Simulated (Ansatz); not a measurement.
Predicting one run from its neighbours: the energy of slabs against their depth, a (100) slab of LiI (cut from a parent of space group no. 225; 4 atoms in the cell)

```xyz
4
Lattice="4.2781 0.0000 0.0000 -4.2781 4.2781 0.0000 0.0000 0.0000 17.0250" Properties=species:S:1:pos:R:3 pbc="T T T"
I      0.0000     0.0000     7.0000
I     -2.1390     2.1390    10.0250
Li     0.0000     0.0000    10.0250
Li    -2.1390     2.1390     7.0000
```
(The smallest cell of the table.)

Level of theory: PBE (plane waves, PAW; Ansatz, a first-principles code).

Base settings: basis.ecutwfc = 420 eV; kpoints.mp_grid.grid = 7 7 1; hamiltonian.xc = pbe; hamiltonian.pseudopotentials = {kind: paw} (the program's default PAW files); scf.occupations.method = fermi_dirac; scf.occupations.width = 0.05 eV.

The starting cell has typed, rounded lattice constants, without a prior relaxation at this level. The slab is cut from that crystal, and its faces are unrelaxed. Its lattice was rescaled by up to half a per cent. Spin polarisation is off, though cut faces can carry moments; a gap of a slab can lie between surface states.

Deep slabs follow E = 2Aγ + N·e, so a straight line through E against N gives the surface energy without a separate bulk run; a round N·e is taken off to keep the numbers short. The area A is 18.302 Å².

| atoms N | E − N·(-3859.987 eV) (eV) |
|---|---|
| 4 | 0.2007 |
| 8 | 0.1526 |
| 12 | ? |
| 16 | 0.0529 |
| 20 | 0.0031 |

Problem. Fit the line to the 4 rows given and predict the withheld one.

Solution. Means: x̄ = 12.000, ȳ = 0.10232. Σ(x − x̄)(y − ȳ) = -1.980 and Σ(x − x̄)² = 160.0, so b = -0.01237 and a = ȳ − b·x̄ = 0.25076; γ = a/2A = 0.110 J/m² (unrelaxed) and e = -3859.9994 eV per atom. The largest residual of the fitted rows is 0.00080. At x = 12 the line gives 0.1023 eV. The run gave 0.1028 eV, a miss of 0.0005 eV. The rows were chosen because the form fits them, the withheld one included, so this shows the method and is no test of the form.

Keys are those of Ansatz 0.2.
